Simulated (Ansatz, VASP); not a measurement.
# Cross-check of InGa3As4 (random alloy of the zinc-blende GaAs-InAs line, x = 0.25) between VASP and Ansatz

Aim: how closely do two programs agree when they are given the same cell, functional and k mesh? Of the first pair: The structure shown is the start of the Ansatz relaxation below; VASP solves that cell, so the two are compared at the walk's first step.

Program: Ansatz 0.2.0. Level of theory: plane waves, with VASP 6.6.1 beside it; PBE. Results are calculated unless marked as measured.

### 1. Starting point

The cell holds 64 atoms: 24 Ga, 32 As and 8 In. Cell: a = 11.720 Å, b = 11.720 Å, c = 11.720 Å, α = 90.0°, β = 90.0°, γ = 90.0°. It derives from GaAs (zinc-blende GaAs-InAs), repeated 2×2×2. Zinc-blende GaAs-InAs: 64 atoms, 8 of 32 Ga sites given to In at random, cell and internal coordinates interpolated linearly between the end members (Vegard's rule); (so at first; earlier steps may have moved the atoms), displaced by a Gaussian of 0.02 A. Lattice constants are starting values near those of PBE.

### 2. Ansatz: relaxation, PBE

Ansatz runs on its default PAW (the set named soft_2) files.

The two programs are compared at the cell with which this relaxation starts, whose forces are those of its first step.

input.yaml

```yaml
crystal:
  lattice:
    - [11.72, 0.0, 0.0]
    - [0.0, 11.72, 0.0]
    - [0.0, 0.0, 11.72]
  atoms:
    - { symbol: Ga, position: [0.99929, 0.9999, 0.99635] }
    - { symbol: As, position: [0.1278, 0.12194, 0.12356] }
    - { symbol: Ga, position: [0.00086, 0.24787, 0.24819] }
    - { symbol: As, position: [0.12345, 0.37594, 0.37891] }
    - { symbol: Ga, position: [0.25007, 0.99809, 0.25092] }
    - { symbol: As, position: [0.37398, 0.12497, 0.37701] }
    - { symbol: Ga, position: [0.24872, 0.25002, 0.9985] }
    - { symbol: As, position: [0.37473, 0.37544, 0.12331] }
    - { symbol: Ga, position: [0.99942, 0.9996, 0.49891] }
    - { symbol: As, position: [0.12297, 0.12257, 0.62474] }
    - { symbol: In, position: [0.99954, 0.25381, 0.74585] }
    - { symbol: As, position: [0.12519, 0.37563, 0.87732] }
    - { symbol: Ga, position: [0.25086, 0.99856, 0.75] }
    - { symbol: As, position: [0.37593, 0.12447, 0.87632] }
    - { symbol: Ga, position: [0.24681, 0.25295, 0.5025] }
    - { symbol: As, position: [0.37443, 0.37604, 0.62508] }
    - { symbol: Ga, position: [0.99859, 0.50015, 0.00171] }
    - { symbol: As, position: [0.12435, 0.62436, 0.12487] }
    - { symbol: Ga, position: [0.00074, 0.75218, 0.24892] }
    - { symbol: As, position: [0.12587, 0.87537, 0.37183] }
    - { symbol: Ga, position: [0.24928, 0.49977, 0.24993] }
    - { symbol: As, position: [0.37556, 0.62152, 0.37508] }
    - { symbol: Ga, position: [0.24884, 0.74754, 0.00089] }
    - { symbol: As, position: [0.37625, 0.87389, 0.12644] }
    - { symbol: In, position: [0.99935, 0.50011, 0.49813] }
    - { symbol: As, position: [0.1277, 0.62046, 0.62484] }
    - { symbol: Ga, position: [0.00119, 0.74653, 0.74968] }
    - { symbol: As, position: [0.12487, 0.87641, 0.87713] }
    - { symbol: Ga, position: [0.24931, 0.49764, 0.75233] }
    - { symbol: As, position: [0.37708, 0.62421, 0.8756] }
    - { symbol: Ga, position: [0.25065, 0.75097, 0.50035] }
    - { symbol: As, position: [0.3774, 0.87203, 0.62678] }
    - { symbol: In, position: [0.50065, 0.99963, 0.002] }
    - { symbol: As, position: [0.621, 0.12698, 0.12566] }
    - { symbol: Ga, position: [0.49807, 0.25074, 0.24948] }
    - { symbol: As, position: [0.62941, 0.37813, 0.37575] }
    - { symbol: In, position: [0.74877, 0.999, 0.24945] }
    - { symbol: As, position: [0.87404, 0.12346, 0.37399] }
    - { symbol: In, position: [0.74953, 0.24912, 0.99881] }
    - { symbol: As, position: [0.87341, 0.37935, 0.12249] }
    - { symbol: Ga, position: [0.49826, 0.00074, 0.49945] }
    - { symbol: As, position: [0.62572, 0.12636, 0.62715] }
    - { symbol: In, position: [0.50128, 0.2483, 0.75189] }
    - { symbol: As, position: [0.62199, 0.3748, 0.87415] }
    - { symbol: Ga, position: [0.74819, 0.00101, 0.74969] }
    - { symbol: As, position: [0.87674, 0.12247, 0.87644] }
    - { symbol: In, position: [0.75085, 0.25022, 0.49758] }
    - { symbol: As, position: [0.87457, 0.37236, 0.62145] }
    - { symbol: Ga, position: [0.5056, 0.50166, 0.00306] }
    - { symbol: As, position: [0.62427, 0.62619, 0.12619] }
    - { symbol: Ga, position: [0.50103, 0.75001, 0.24961] }
    - { symbol: As, position: [0.62147, 0.87604, 0.37572] }
    - { symbol: Ga, position: [0.75191, 0.49953, 0.25297] }
    - { symbol: As, position: [0.87424, 0.62286, 0.3766] }
    - { symbol: Ga, position: [0.7492, 0.74786, 0.00021] }
    - { symbol: As, position: [0.87629, 0.87541, 0.12585] }
    - { symbol: Ga, position: [0.50701, 0.5014, 0.50261] }
    - { symbol: As, position: [0.62161, 0.62562, 0.62632] }
    - { symbol: Ga, position: [0.49938, 0.74851, 0.75068] }
    - { symbol: As, position: [0.62446, 0.87399, 0.87696] }
    - { symbol: Ga, position: [0.75228, 0.50052, 0.74922] }
    - { symbol: As, position: [0.87588, 0.62642, 0.87608] }
    - { symbol: In, position: [0.74752, 0.74942, 0.50061] }
    - { symbol: As, position: [0.87606, 0.87664, 0.62629] }
kpoints:
  mp_grid: { grid: [1, 1, 1] }
hamiltonian:
  xc: pbe
scf:
  occupations: { method: fermi_dirac, width: 0.025 }
output:
  forces: true
relax:
  f_tol: 0.04
  max_steps: 150
  cell: {}
```

On the command line:

```
ansatz run input.yaml --threads 4 --pin off --max-ram 8192MiB --backend cpu --events-out ev --progress --plain --runs-dir out
```

Numbers of over 12 decimals in the logs are rounded to 6 here.

The log of the run:

```text
Engine: ansatz 0.2.0, aarch64-unknown-linux-gnu
Pseudopotentials: kind: paw
Pseudopotential: Ga, paw, valence charge 13, recommended cutoff 420 eV (normal), Ga.paw.azcp
Pseudopotential: As, paw, valence charge 15, recommended cutoff 420 eV (normal), As.paw.azcp
Pseudopotential: In, paw, valence charge 13, recommended cutoff 420 eV (normal), In.paw.azcp
Functional definition: PBE
  parameter kappa = 0.804
  parameter beta = 0.066725
  exchange = pbe_x(kappa = kappa, mu = beta*pi^2/3)
  correlation = pbe_c(beta = beta)
Crystal: 64 atoms, lattice volume = 1609.840 Å³
Basis set: ecut = 420 eV, 31439 PW (Γ), exchange–correlation on 160×160×160 points (8 copies of the dense FFT grid, shifted against one another)
Bands: 538, of which v1, the nominal top of the filled ones, is band 448 counted from 1 (447 counted from 0)
Symmetry: 1 space group operations
Space group: P1 (ITA 1), of the structure as read, at distance tolerance 1.2e-4 Å
k-points: 1
Non-local potential: Ga, projectors of the file, l = 0: 2, l = 1: 2, l = 2: 3, l = 3: 1
Non-local potential: As, projectors of the file, l = 0: 2, l = 1: 2, l = 2: 3, l = 3: 1
Non-local potential: In, projectors of the file, l = 0: 2, l = 1: 2, l = 2: 2, l = 3: 2
PAW form: soft (Blöchl's): semilocal exchange-correlation on the pseudo side does not see the compensation charge
PAW one-centre angular grid: Ga, 590 points (default); XC on 64 Gauss nodes
PAW one-centre angular grid: As, 590 points (default); XC on 64 Gauss nodes
PAW one-centre angular grid: In, 590 points (default); XC on 64 Gauss nodes
Initial density: superposition of atomic densities (neutral atoms: chi_scale 0, normalization atom), corrected by the library's trained network
Initial wavefunctions: pseudopotential atomic-orbital guess
Functional: x = pbe(κ = 0.804, μ = 0.219515), c = pbe(β = 0.066725)
SCF iter   1: F=—  HF=-290983.564592 eV  |F-HF|=—  |Δ(HF+E_count)|=         —  Δρ=1.03e-3  dr2=2.65e-2  ethr=1.77e-3  ⟨swp⟩=6.0  Hψ=1975  notcnv=0
preconditioner: auto → LDOS  [insulator: Δε(μ)=0.668 eV  Ē_g=14.170 eV  σ=0.025 eV  W_gap=0.53  n_scr=436 (ndim 8)  ℏωp=22.2 eV  f_vac=0.108  D(μ)=50.32/eV (n_scr^D=364)  ε∞_Penn≈3.5  β→1.0]
SCF iter   2: F=—  HF=-290983.542357 eV  |F-HF|=—  |Δ(HF+E_count)|=   2.22e-2  Δρ=8.31e-4  dr2=1.06e-2  ethr=2.96e-6  ⟨swp⟩=2.0  Hψ=1078  notcnv=0  defer=79
SCF iter   3: F=—  HF=-290983.536656 eV  |F-HF|=—  |Δ(HF+E_count)|=   5.70e-3  Δρ=2.37e-4  dr2=1.80e-3  ethr=1.18e-6  ⟨swp⟩=2.0  Hψ=908  notcnv=0  defer=79
SCF iter   4: F=—  HF=-290983.536176 eV  |F-HF|=—  |Δ(HF+E_count)|=   4.79e-4  Δρ=1.07e-4  dr2=7.52e-4  ethr=2.01e-7  ⟨swp⟩=2.0  Hψ=748  notcnv=0  defer=79
SCF iter   5: F=—  HF=-290983.536097 eV  |F-HF|=—  |Δ(HF+E_count)|=   7.98e-5  Δρ=7.12e-5  dr2=3.62e-4  ethr=8.40e-8  ⟨swp⟩=3.0  Hψ=908  notcnv=0  defer=79
SCF iter   6: F=—  HF=-290983.536041 eV  |F-HF|=—  |Δ(HF+E_count)|=   5.61e-5  Δρ=3.39e-5  dr2=7.55e-5  ethr=4.04e-8  ⟨swp⟩=2.0  Hψ=713  notcnv=0  defer=79
SCF iter   7: F=—  HF=-290983.536065 eV  |F-HF|=—  |Δ(HF+E_count)|=   2.44e-5  Δρ=1.47e-5  dr2=7.24e-6  ethr=8.42e-9  ⟨swp⟩=2.0  Hψ=620  notcnv=0  defer=79
SCF iter   8: F=—  HF=-290983.536064 eV  |F-HF|=—  |Δ(HF+E_count)|=   1.10e-6  Δρ=6.58e-6  dr2=1.63e-6  ethr=8.08e-10  ⟨swp⟩=2.0  Hψ=748  notcnv=0  defer=79
SCF iter   9: F=—  HF=-290983.536064 eV  |F-HF|=—  |Δ(HF+E_count)|=   2.21e-9  Δρ=2.58e-6  dr2=5.43e-7  ethr=1.82e-10  ⟨swp⟩=2.0  Hψ=744  notcnv=0  defer=79
SCF iter  10: F=—  HF=-290983.536064 eV  |F-HF|=—  |Δ(HF+E_count)|=   7.80e-8  Δρ=1.59e-6  dr2=2.37e-7  ethr=6.06e-11  ⟨swp⟩=2.0  Hψ=871  notcnv=0  defer=79
SCF iter  11: F=-290983.536064 eV  HF=-290983.536064 eV  |F-HF|=9.10e-8  |Δ(HF+E_count)|=   2.25e-8  Δρ=1.14e-6  dr2=8.58e-8  ethr=1.12e-11  ⟨swp⟩=2.0  Hψ=1450  notcnv=0
SCF 1 converged in 11 iterations: F = -290983.536064 eV  dr2 = 8.58e-8
  greatest PAW one-centre occupation: 0.999 electrons in one spin orbital (limit 2), on the As atom at site 3 (counted from 0), in its partial waves of l = 2
relax step   1: F+E_penalty+E_count = -290983.53606364 eV  Δ(F+E_penalty+E_count) = +0.000e0 eV  max|allowed force component| = 1.619e0 eV/Å  Δτ_max = 0.0000 Å  P = +1.833 GPa  Ω = 1609.840 Å³  (11 SCF iters, dr2 threshold 1.00e-7 eV, accepted)
Crystal: 64 atoms, lattice volume = 1657.921 Å³
Basis set: ecut = 420 eV, 32429 PW (Γ), exchange–correlation on 160×160×160 points (8 copies of the dense FFT grid, shifted against one another)
Initial density: handed on by an earlier stage of this run
Initial wavefunctions: those handed on with the density
iter 1 solved again at ethr=7.04e-5 eV; its pass at ethr=3.10e-3 eV (dr2=6.30e-1 eV) is discarded
SCF iter   1: F=—  HF=-290986.075287 eV  |F-HF|=—  |Δ(HF+E_count)|=         —  Δρ=8.43e-3  dr2=6.34e-1  ethr=7.04e-5  ⟨swp⟩=5.0  Hψ=2408  notcnv=0
[...]
atom  12  As    -0.01387601    -0.01003103     0.00024784
  atom  13  Ga     0.01037333     0.01223552    -0.00538582
  atom  14  As    -0.01213257    -0.01337448     0.00678730
  atom  15  Ga     0.00289434     0.02168192     0.00247185
  atom  16  As    -0.00799781    -0.00721829     0.00203751
  atom  17  Ga     0.01117753     0.00242931    -0.00073268
  atom  18  As    -0.00922995    -0.00973046    -0.00034781
  atom  19  Ga     0.00579906     0.01279385     0.00054653
  atom  20  As    -0.01139652    -0.01195294     0.00456106
  atom  21  Ga     0.01193214     0.00386209     0.00307286
  atom  22  As    -0.01557116    -0.00746893    -0.00119155
  atom  23  Ga     0.01493611     0.00856877    -0.00331402
  atom  24  As    -0.01474671    -0.01229376     0.00841566
  atom  25  In     0.00876862     0.00218405    -0.00124743
  atom  26  As    -0.00983949    -0.00733943     0.00258374
  atom  27  Ga     0.00703040     0.00608554    -0.00251814
  atom  28  As    -0.00734439    -0.01214787     0.00051205
  atom  29  Ga     0.00956603     0.00781198    -0.00175457
  atom  30  As    -0.01681383    -0.00745207    -0.00042578
  atom  31  Ga     0.01217291     0.01061423    -0.00185390
  atom  32  As    -0.01213458    -0.00842972     0.00396454
  atom  33  In     0.01707627     0.01594478    -0.00660819
  atom  34  As    -0.01889778    -0.01001781    -0.00671663
  atom  35  Ga     0.02183467     0.01072912     0.00293133
[...]
atom  57  Ga     0.01508280     0.00045100     0.00438522
  atom  58  As    -0.01356786     0.00259534    -0.00319873
  atom  59  Ga     0.01921037     0.00618615    -0.00253279
  atom  60  As    -0.01324516    -0.00814977     0.00591664
  atom  61  Ga     0.01437798    -0.00018440     0.00373336
  atom  62  As    -0.00996614    -0.00178221    -0.00059197
  atom  63  In     0.00603096     0.00211796    -0.00032687
  atom  64  As    -0.00775381    -0.00348399     0.00397887
  max |Σ_I F_I| component: 6.87e-6 eV/Å
--- Stress (GPa, compression-positive) ---
        0.012382       0.002838       0.002013
        0.002838      -0.009691       0.012558
        0.002013       0.012558       0.005142
  P = ⅓ Tr σ = 0.0026 GPa (0.026 kbar)
--- Relaxed structure (7 steps of the walk, 6 accepted, 1 SCFs on fresh bases) ---
  F+E_penalty+E_count = -290986.12464007 eV   max|allowed force component| = 2.183e-2 eV/Å   (the final SCF, on the basis selected at the relaxed cell)
  cell:  # Å, volume = 1640.5730 Å³
    - [11.842461, -0.034483, 0.024691]
    - [-0.034483, 11.784339, 0.065289]
    - [0.024691, 0.065289, 11.756211]
  atoms:
    - { symbol: Ga, position: [1.005173, 0.995999, 0.999644] }
    - { symbol: As, position: [0.124842, 0.122942, 0.124385] }
    - { symbol: Ga, position: [0.00765008, 0.249733, 0.247636] }
    - { symbol: As, position: [0.132448, 0.368755, 0.369376] }
    - { symbol: Ga, position: [0.248804, 0.999666, 0.251357] }
    - { symbol: As, position: [0.374112, 0.124191, 0.375115] }
    - { symbol: Ga, position: [0.248238, 0.252632, 1.002900] }
    - { symbol: As, position: [0.373773, 0.376254, 0.123922] }
    - { symbol: Ga, position: [1.008248, 0.997953, 0.498824] }
    - { symbol: As, position: [0.132123, 0.119487, 0.618915] }
    - { symbol: In, position: [1.004047, 0.248639, 0.752320] }
    - { symbol: As, position: [0.130500, 0.382717, 0.882316] }
    - { symbol: Ga, position: [0.249270, 0.996656, 0.747921] }
    - { symbol: As, position: [0.358677, 0.124818, 0.875686] }
    - { symbol: Ga, position: [0.253272, 0.248279, 0.495705] }
    - { symbol: As, position: [0.365448, 0.381014, 0.617952] }
    - { symbol: Ga, position: [1.003308, 0.503593, 0.00181529] }
    - { symbol: As, position: [0.126428, 0.623980, 0.126025] }
    - { symbol: Ga, position: [0.00524068, 0.749424, 0.246181] }
    - { symbol: As, position: [0.125314, 0.871998, 0.374976] }
    - { symbol: Ga, position: [0.252841, 0.499951, 0.247844] }
    - { symbol: As, position: [0.371382, 0.624534, 0.375842] }
    - { symbol: Ga, position: [0.249197, 0.748302, 0.000192383] }
    - { symbol: As, position: [0.365235, 0.866652, 0.131895] }
    - { symbol: In, position: [1.004187, 0.501677, 0.498672] }
    - { symbol: As, position: [0.130593, 0.632246, 0.632189] }
    - { symbol: Ga, position: [0.00392341, 0.751835, 0.753368] }
    - { symbol: As, position: [0.126597, 0.873412, 0.876714] }
    - { symbol: Ga, position: [0.252576, 0.504601, 0.751779] }
    - { symbol: As, position: [0.374124, 0.626748, 0.877630] }
    - { symbol: Ga, position: [0.251954, 0.751548, 0.500161] }
    - { symbol: As, position: [0.373643, 0.872860, 0.626948] }
    - { symbol: In, position: [0.497329, 0.996400, -0.00108593] }
    - { symbol: As, position: [0.615335, 0.131521, 0.133568] }
    - { symbol: Ga, position: [0.494566, 0.255598, 0.251737] }
    - { symbol: As, position: [0.617046, 0.382941, 0.369161] }
    - { symbol: In, position: [0.753951, 0.998247, 0.250589] }
    - { symbol: As, position: [0.889800, 0.125315, 0.376746] }
    - { symbol: In, position: [0.753855, 0.253537, 1.002268] }
    - { symbol: As, position: [0.883515, 0.380992, 0.132761] }
    - { symbol: Ga, position: [0.494690, -0.00228853, 0.499785] }
    - { symbol: As, position: [0.623266, 0.108562, 0.626169] }
    - { symbol: In, position: [0.497708, 0.251151, 0.747375] }
    - { symbol: As, position: [0.622027, 0.387041, 0.877427] }
    - { symbol: Ga, position: [0.754052, -0.00729125, 0.748761] }
    - { symbol: As, position: [0.873413, 0.110138, 0.878165] }
    - { symbol: In, position: [0.747670, 0.249967, 0.497954] }
    - { symbol: As, position: [0.866028, 0.381821, 0.634206] }
    - { symbol: Ga, position: [0.498764, 0.505278, 0.00182872] }
    - { symbol: As, position: [0.623557, 0.626980, 0.124501] }
    - { symbol: Ga, position: [0.496064, 0.746421, 0.248917] }
    - { symbol: As, position: [0.608749, 0.873084, 0.374830] }
    - { symbol: Ga, position: [0.749045, 0.502506, 0.245498] }
    - { symbol: As, position: [0.873917, 0.626383, 0.362686] }
    - { symbol: Ga, position: [0.753340, 0.746466, -0.00225129] }
    - { symbol: As, position: [0.880949, 0.866969, 0.118802] }
    - { symbol: Ga, position: [0.496319, 0.501777, 0.497580] }
    - { symbol: As, position: [0.615180, 0.618091, 0.631127] }
    - { symbol: Ga, position: [0.498862, 0.748451, 0.750247] }
    - { symbol: As, position: [0.630112, 0.865932, 0.870142] }
    - { symbol: Ga, position: [0.748856, 0.507042, 0.754254] }
    - { symbol: As, position: [0.877258, 0.625053, 0.876157] }
    - { symbol: In, position: [0.749073, 0.750373, 0.501288] }
    - { symbol: As, position: [0.884305, 0.878133, 0.628992] }
```

[end of part 1 of 2]

[Lines on the potential files, build, host, timing and source positions are cut from VASP's logs without a mark.]

[Logs are printed without paths, hosts, clocks, repeated set-up lines and the standing remarks that a program may print on its own settings, such as how far it seeks lower states.]

[Hosts, paths, dates, database ids (printed as entryN), source tags and the programs' standing remarks are cut or masked in the printed files.]
